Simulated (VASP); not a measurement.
# Zn (I4/mmm) in VASP: a series of runs

One crystal, Zn, is run at these levels: LDA; tasks: single point.

Program: VASP 6.6.1. These are calculated values, not measurements. Logs are shortened: lines on timing, memory, paths and dates and some standing lists are left out, and cuts for length are marked.

## Step 1: The cell of the first run

It takes space group I4/mmm (No. 139, tetragonal). Conventional cell: a = 3.138 Å, b = 3.138 Å, c = 3.232 Å, α = 90.00°, β = 90.00°, γ = 90.00°. Zn (site symmetry 4/mmm) is surrounded by 12 Zn at 2.75 to 3.14 Å.

This isn't the form of Zn at room conditions, which is hcp.

## Step 2: Single point, LDA (strain +0.000 along x and y, +0.030 along z, atoms carried along)

File INCAR:

```
SYSTEM = Zn
PREC     = Accurate       ! precision mode
ENCUT    = 520            ! plane-wave cutoff, eV
EDIFF    = 1E-6           ! SCF threshold, eV
ISMEAR   = 0              ! smearing method
SIGMA    = 0.15           ! smearing width, eV
LREAL    = .False.        ! projectors in reciprocal space
LASPH    = .True.         ! aspherical terms in the spheres
NELM     = 100            ! most SCF steps
ALGO     = Fast           ! electronic algorithm
ISIF     = 2              ! what is computed and relaxed
LWAVE    = .False.        ! write WAVECAR
LCHARG   = .False.        ! write CHGCAR
NBANDS   = 12             ! bands
```

File KPOINTS:

```
Automatic mesh
0
Gamma
  22 22 22
  0 0 0
```

File POSCAR:

```
Zn
1.0
   -1.5690370000      1.5690370000      1.6161081100
    1.5690370000     -1.5690370000      1.6161081100
    1.5690370000      1.5690370000     -1.6161081100
Zn
1
Direct
    0.0000000000      0.0000000000      0.0000000000
```

Potentials or basis: VASP PAW LDA potentials, release 64 (Zn).

Started as:

```sh
$ cat potpaw_LDA.64/Zn/POTCAR > POTCAR
$ mpirun -np 1 vasp_std > vasp.out
```

OUTCAR:

```text
SYSTEM = Zn
   PREC = Accurate
   ENCUT = 520
   EDIFF = 1E-6
   ISMEAR = 0
   LREAL = .False.
   LASPH = .True.
   NELM = 100
   ISIF = 2

 ion  position               nearest neighbor table
   1  0.000  0.000  0.000-

  LATTYP: Found a body centered tetragonal cell.
 ALAT       =     3.1380740000
 C/A-ratio  =     1.0300000000

  Lattice vectors:

 A1 = (  -1.5690370000,   1.5690370000,   1.6161081100)
 A2 = (   1.5690370000,  -1.5690370000,   1.6161081100)
 A3 = (   1.5690370000,   1.5690370000,  -1.6161081100)

Analysis of symmetry for initial positions (statically):
=====================================================================
 Subroutine PRICEL returns:
 Original cell was already a primitive cell.

 Routine SETGRP: Setting up the symmetry group for a
 body centered tetragonal supercell.

 Subroutine GETGRP returns: Found 16 space group operations
 (whereof 16 operations were pure point group operations)
 out of a pool of 16 trial point group operations.

The static configuration has the point symmetry D_4h.

Analysis of symmetry for dynamics (positions and initial velocities):
=====================================================================
 Subroutine PRICEL returns:
 Original cell was already a primitive cell.

 Routine SETGRP: Setting up the symmetry group for a
 body centered tetragonal supercell.

 Subroutine GETGRP returns: Found 16 space group operations
 (whereof 16 operations were pure point group operations)
 out of a pool of 16 trial point group operations.

The dynamic configuration has the point symmetry D_4h.

 Subroutine INISYM returns: Found 16 space group operations
 (whereof 16 operations are pure point group operations),
 and found     1 'primitive' translations

----------------------------------------------------------------------------------------

                                     Primitive cell

  volume of cell :      15.9146

  direct lattice vectors                    reciprocal lattice vectors
    -1.569037000  1.569037000  1.616108110     0.000000000  0.318666800  0.309385243
     1.569037000 -1.569037000  1.616108110     0.318666800  0.000000000  0.309385243
     1.569037000  1.569037000 -1.616108110     0.318666800  0.318666800  0.000000000

  length of vectors
     2.745097382  2.745097382  2.745097382     0.444148351  0.444148351  0.450662911

  position of ions in fractional coordinates (direct lattice)
     0.000000000  0.000000000  0.000000000

  ion indices of the primitive-cell ions
   primitive index   ion index
                 1           1

[... 81 lines left out ...]
   PSTRESS=    0.0 pullay stress
   NELECT =      12.0000    total number of electrons
   NUPDOWN=      -1.0000    fix difference up-down
   EMIN   =  10.00;   EMAX   =-10.00  energy-range for DOS
   EFERMI =   0.00;   METHOD = LEGACY
   ISMEAR =     0;   SIGMA  =   0.15  broadening in eV -4-tet -1-fermi 0-gaus
   EFERMI_NEDOS =   21; number of points for ismear=-14 and -15
   IALGO  =     68    algorithm
   IMIX   =      4    mixing-type and parameters
     AMIX     =   0.40;   BMIX     =  1.00
     AMIX_MAG =   1.60;   BMIX_MAG =  1.00
  volume/ion in A,a.u.               =      15.91       107.40
  Fermi-wavevector in a.u.,A,eV,Ry     =   1.490057  2.815800 30.208620  2.220271
  Thomas-Fermi vector in A             =   2.602887
   LORBIT       =      0    0 simple, 1 ext, 2 COOP (PROOUT), +10 PAW based schemes
   GGA     = CA    functional components
   LHFCALC =     F    Hartree Fock is set to
   AEXX    =    0.0000 exact exchange contribution
   IVDW    =     0    specifies the selected vdW correction
   LEPSILON=     F    determine dielectric tensor
   LRPA    =     F    only Hartree local field effects (RPA)
 non-spin polarized calculation
 RMM-DIIS sequential band-by-band and
 Gauss-broadening in eV      SIGMA  =   0.15
  energy-cutoff  :      520.00
  volume of cell :       15.91
 maximum number of plane-waves:       442
   NGX = 11   NGY = 11   NGZ = 11

 number of electron      12.0000000 magnetization

 Free energy of the ion-electron system (eV)
  ---------------------------------------------------
  ext. energy  EPLUGINS =         0.00000000
  ---------------------------------------------------
  free energy    TOTEN  =        -1.70718038 eV

  energy without entropy =       -1.70356453  energy(sigma->0) =       -1.70537246

 E-fermi :   2.6206     XC(G=0): -11.6606

 val. band max:        2.6112964684   @ k =   0.3636   0.1818   0.0455
 cond. band min:       2.6269409341   @ k =  -0.3182  -0.4091   0.1364
 fundamental gap:      0.0156444658
 Fermi energy:         2.6205851691

 k-point     1 :       0.0000    0.0000    0.0000
  band No.  band energies     occupation
      1      -7.4635      2.00000
      2      -5.1252      2.00000
      3      -5.1252      2.00000
      4      -5.0763      2.00000
      5      -4.6563      2.00000
      6      -4.6128      2.00000
      7      20.6483      0.00000
      8      20.9455      0.00000
      9      20.9455      0.00000
     10      22.8870      0.00000
     11      23.4930      0.00000
     12      23.4930      0.00000
[... 331 lines left out ...]
 k-point    24 :      -0.4545    0.0455    0.0000
  band No.  band energies     occupation
      1      -5.6674      2.00000
      2      -5.3540      2.00000
      3      -4.6959      2.00000
      4      -4.6079      2.00000
      5      -4.3816      2.00000
      6      -1.2403      2.00000
      7       3.1502      0.00000
      8      13.4726      0.00000
      9      14.9999      0.00000
     10      18.6120      0.00000
     11      19.8070      0.00000
     12      26.7704      0.00000

 [... further k-points ...]

------------------------ aborting loop because EDIFF is reached ----------------------------------------

  FORCE on cell =-STRESS in cart. coord.  units (eV):
  Direction    XX          YY          ZZ          XY          YZ          ZX
  --------------------------------------------------------------------------------------
  -------------------------------------------------------------------------------------
  Total       -0.9468056     -0.9468056     -0.8500410      0.0000000      0.0000000     -0.0000000
  in kB      -95.3179364    -95.3179364    -85.5763334      0.0000000      0.0000000     -0.0000000
  external PRESSURE =     -92.0707354 kB  Pullay stress =       0.0000000 kB

 VOLUME and BASIS-vectors are now :
 -----------------------------------------------------------------------------
  energy-cutoff  :      520.00
  volume of cell :       15.91
      direct lattice vectors                 reciprocal lattice vectors
    -1.569037000  1.569037000  1.616108110     0.000000000  0.318666800  0.309385243
     1.569037000 -1.569037000  1.616108110     0.318666800  0.000000000  0.309385243
     1.569037000  1.569037000 -1.616108110     0.318666800  0.318666800  0.000000000

 POSITION                                       TOTAL-FORCE (eV/Angst)
 -----------------------------------------------------------------------------------
      0.00000      0.00000      0.00000         0.000000     -0.000000      0.000000
 -----------------------------------------------------------------------------------
    total drift:                                0.000000     -0.000000      0.000000

  FREE ENERGIE OF THE ION-ELECTRON SYSTEM (eV)
  ---------------------------------------------------
  free  energy   TOTEN  =        -1.7071803843 eV

  energy  without entropy=       -1.7035645300  energy(sigma->0) =       -1.70537246
```

It took 46 s on 1 thread of Intel Xeon 6975P-C (Granite Rapids), shared host; peak memory 0.24 GiB.

What came out:

* Free energy: -1.7072 eV
* Pressure: -9.2 GPa
* Band gap on the k mesh: none (metal or under the smearing width)

Stress tensor (GPa, compression positive):
```
-9.53  0.00  0.00
 0.00 -9.53  0.00
 0.00  0.00 -8.56
```

## Step 3: Single point, LDA (strain +0.030 along x and y, +0.000 along z, atoms carried along)

File INCAR:

```
SYSTEM = Zn
PREC = Accurate ; ENCUT = 520
EDIFF = 1E-7 ; ISMEAR = 0
SIGMA = 0.15 ; LREAL = .False.
LASPH = .True. ; NELM = 100
ALGO = Fast ; ISIF = 2
LWAVE = .False. ; LCHARG = .False.
GGA = CA ; NBANDS = 12
```

KPOINTS is that of step 2.

File POSCAR:

```
Zn
1.0
   -1.6161081100      1.6161081100      1.5690370000
    1.6161081100     -1.6161081100      1.5690370000
    1.6161081100      1.6161081100     -1.5690370000
Zn
1
Direct
    0.0000000000      0.0000000000      0.0000000000
```

Potentials or basis: VASP PAW LDA potentials, release 64 (Zn).

Started as:

```sh
$ cat potpaw_LDA.64/Zn/POTCAR > POTCAR
$ mpirun -np 1 vasp_std > vasp.out
```

Wall time 59 s (1 thread of Intel Xeon 6975P-C (Granite Rapids), shared host); peak memory 0.25 GiB.

Results (log left out):

- Free energy: -1.6786 eV
- Pressure: -10.2 GPa
- Band gap on the k mesh: none (metal or under the smearing width)

Stress tensor (GPa, compression positive):
```
 -9.74   0.00   0.00
  0.00  -9.74   0.00
  0.00   0.00 -11.16
```

Levels at points of the mesh, in eV from the Fermi level:
```tsv
k point	band 3	band 4	band 5	band 6	band 7	band 8	band 9	band 10
(0.00, 0.00, 0.00)	-7.63	-7.63	-7.21	-7.17	17.63	17.63	18.08	20.27
(0.50, 0.00, 0.00)	-7.21	-7.14	-6.89	-2.30	-1.03	10.50	12.03	14.68
(0.50, 0.50, 0.00)	-7.25	-7.18	-6.90	-2.45	-1.31	11.10	12.76	15.31
(0.50, 0.50, 0.50)	-6.97	-6.97	-6.96	3.78	3.78	4.64	6.51	8.26
```

## Step 4: Single point, LDA (strain -0.030 along x and y, +0.015 along z, atoms carried along)

File INCAR:

```
SYSTEM = Zn
PREC = Accurate ; ENCUT = 520
EDIFF = 1E-6 ; ISMEAR = 0
SIGMA = 0.15 ; LREAL = .False.
LASPH = .True. ; NELM = 60
ALGO = Normal ; ISIF = 2
LWAVE = .False. ; LCHARG = .False.
GGA = CA ; NBANDS = 12
```

KPOINTS is that of step 3.

File POSCAR:

```
Zn
1.0
   -1.5219658900      1.5219658900      1.5925725550
    1.5219658900     -1.5219658900      1.5925725550
    1.5219658900      1.5219658900     -1.5925725550
Zn
1
Direct
    0.0000000000      0.0000000000      0.0000000000
```

Started as:

```sh
$ cat potpaw_LDA.64/Zn/POTCAR > POTCAR
$ mpirun -np 1 vasp_std > vasp.out
```

Wall time 40 s (1 thread of Intel Xeon 6975P-C (Granite Rapids), shared host); peak memory 0.23 GiB.

It converged, with:

```yaml
Free_energy: -1.7628 eV
Pressure: -5.3 GPa
Band_gap_on_the_k_mesh: none (metal or under the smearing width)
```

Stress tensor (GPa, compression positive):
```
-6.10  0.00  0.00
 0.00 -6.10  0.00
 0.00  0.00 -3.76
```

Levels at points of the mesh, in eV from the Fermi level:
```csv
k point,band 4,band 5,band 6,band 7,band 8,band 9
"(0.00, 0.00, 0.00)",-7.94,-7.49,-7.42,19.06,19.46,19.46
"(0.50, 0.00, 0.00)",-7.41,-7.10,-2.92,-1.14,11.84,13.34
"(0.50, 0.50, 0.00)",-7.39,-7.08,-2.67,-0.69,10.84,12.17
"(0.50, 0.50, 0.50)",-7.17,-7.17,3.27,4.65,4.65,7.24
```

## Step 5: The runs side by side

```tsv
cell	gap on the mesh (eV)	pressure (GPa)
strain +0.000 along x and y, +0.030 along z, atoms carried along	none	-9.2
strain +0.030 along x and y, +0.000 along z, atoms carried along	none	-10.2
strain -0.030 along x and y, +0.015 along z, atoms carried along	none	-5.3
```

Alike in all rows: task single point; level LDA; potentials or basis VASP PAW LDA potentials, release 64 (Zn); no spin polarisation; k mesh 22 × 22 × 22; cutoff (eV) 520; smearing gaussian 0.15 eV.

Absolute energies hang on the potentials; compare differences alone.
